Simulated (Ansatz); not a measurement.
Chalcopyrite CuInS2, treated with PBE-D3(BJ) (Ansatz, a first-principles code, PAW).

Numerical settings: plane-wave cutoff 500 eV, 10×10×10 k mesh, Fermi–Dirac smearing 0.05 eV, no spin polarisation, scalar-relativistic PAW data made under PBE.

Computed at the level's own relaxed cell.

Problem. Predict the volume per atom, lattice parameter a and c axis length.

Solution. 
volume per atom: 21.02 Å³/atom
lattice parameter a: 5.507 Å
c axis length: 11.090 Å

Measured, for comparison: lattice constant a 5.523 Å, lattice parameter c 11.133 Å (298 K, not corrected to a static lattice; as tabulated in Abstract on Scilit: Piezoelectric nonlinear optic CuGaS2 and CuInS2 crystal …). Computed (rounded) less measured: lattice constant a -0.3 %, lattice parameter c -0.4 %. A static lattice is as a rule a little smaller and stiffer than an uncorrected measurement, which narrows the difference in the lattice parameter c and would widen misses of the other sign.

Spin–orbit coupling is not included.

The computed numbers hold no vibrational or temperature effects.

Computing time: about 9 core-minutes (a rough figure).
